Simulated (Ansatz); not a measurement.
# LiF: the cost of one run

Program: Ansatz 0.2.0. Level of theory: DFT PBE, scalar-relativistic, plane waves, PAW. These are calculated values, not measurements.

## 1. The structure to begin with

It takes space group Fm-3m (No. 225, cubic). The conventional cell has a = 4.069 Å, b = 4.069 Å, c = 4.069 Å, α = 90.00°, β = 90.00°, γ = 90.00°. Around Li (site symmetry m-3m) lie 6 F at 2.03 Å. F (site symmetry m-3m) is surrounded by 6 Li at 2.03 Å.

Structure file:

```cif
data_structure
_symmetry_space_group_name_H-M 'Fm-3m'
_symmetry_Int_Tables_number 225
_cell_length_a 4.0686
_cell_length_b 4.0686
_cell_length_c 4.0686
_cell_angle_alpha 90.000
_cell_angle_beta 90.000
_cell_angle_gamma 90.000
_cell_volume 67.35
loop_
_atom_site_label
_atom_site_type_symbol
_atom_site_symmetry_multiplicity
_atom_site_Wyckoff_symbol
_atom_site_fract_x
_atom_site_fract_y
_atom_site_fract_z
_atom_site_occupancy
Li1 Li 4 b 0.50000 0.00000 0.00000 1
F1 F 4 a 0.00000 0.00000 0.00000 1
```

The cell was relaxed beforehand at this level, from a generated guess; it is a trial structure. At a tolerance of 0.02 Å it has space group Fm-3m (No. 225); it has 8.42 Å³/atom, an uncorrected energy of -2.95 eV/atom over the elements.

## 2. Electronic structure at the relaxed geometry

The input, input.yaml:

```yaml
crystal:
  lattice:
    - [0.0, 2.0343001485, 2.0343001485]
    - [2.0343001485, 0.0, 2.0343001485]
    - [2.0343001485, 2.0343001485, 0.0]
  atoms:
    - { symbol: Li, position: [0.5, 0.5, 0.5] }
    - { symbol: F, position: [0.0, 0.0, 0.0] }
basis:
  ecutwfc: 420
kpoints:
  mp_grid: { grid: [10, 10, 10] }
  band_path:
    path:
      - [[0.0, 0.0, 0.0], [0.5, 0.0, 0.5], [0.625, 0.25, 0.625]]
      - [[0.375, 0.375, 0.75], [0.0, 0.0, 0.0], [0.5, 0.5, 0.5], [0.5, 0.25, 0.75], [0.5, 0.0, 0.5]]
    npoints: 14
hamiltonian:
  xc: pbe
scf:
  occupations: { method: gaussian, width: 0.02 }
  n_extra_bands: 6
output:
  forces: true
  stress: true
  eigenvalues: true
  populations: true
  dos: { projected: true, de: 0.02, nscf_kmesh: { grid: [15, 15, 15] } }
  bader: true
  write_density: true
  write_potential: true
  elf: true
  volumetric_format: npy
```

Launch:

```bash
ansatz run input.yaml --threads 4 --pin off --max-ram 8192MiB --backend cpu --events-out ev --progress --plain --runs-dir out
```

What time and memory should one allow on 4 threads of Arm Neoverse V1, shared host?

About 2.5 s, with a peak of 0.26 GiB.
